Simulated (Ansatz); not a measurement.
The system is SnSe.

```
CELL_PARAMETERS angstrom
0.00000 3.01000 3.01000
3.01000 0.00000 3.01000
3.01000 3.01000 0.00000
ATOMIC_POSITIONS crystal
Sn 0.00000 0.00000 0.00000
Se 0.50000 0.50000 0.50000
```

Measurements of this composition are mostly on another form, of space group No. 62.

| Property | Result |
| --- | --- |
| Program | Ansatz 0.2.0 |
| Task | relaxation of cell and atoms |
| Functional | PBE |
| Dispersion | D4 |
| Potentials or basis | all-electron LAPW, scalar-relativistic |
| Basis error allowed | 0.001 eV/atom |
| k mesh | 8 × 8 × 8 |
| Occupations | fermi-dirac, width 0.05 eV |
| Spin | no spin polarisation |

At the start: volume 27.27 Å³/atom.

Problem. Where does the relaxation end?

Solution. Over 4 steps the energy falls by 2.6 meV/atom and the volume is 26.62 Å³/atom (-2.4 %); space group Fm-3m (No. 225, to 0.05 Å).

The path:
```csv
step,energy change (eV),largest force (eV/Å),volume (Å³)
1,0.0000,0.0000,54.54
2,-0.0047,0.0000,52.77
3,-0.0052,0.0000,53.23
4,-0.0052,0.0000,53.23
```

Final structure:
```cif
data_structure
_symmetry_space_group_name_H-M 'P 1'
_symmetry_Int_Tables_number 1
_cell_length_a 4.2224
_cell_length_b 4.2224
_cell_length_c 4.2224
_cell_angle_alpha 60.000
_cell_angle_beta 60.000
_cell_angle_gamma 60.000
_cell_volume 53.23
loop_
_atom_site_label
_atom_site_type_symbol
_atom_site_fract_x
_atom_site_fract_y
_atom_site_fract_z
_atom_site_occupancy
Sn1 Sn 0.00000 0.00000 0.00000 1
Se1 Se 0.50000 0.50000 0.50000 1
```
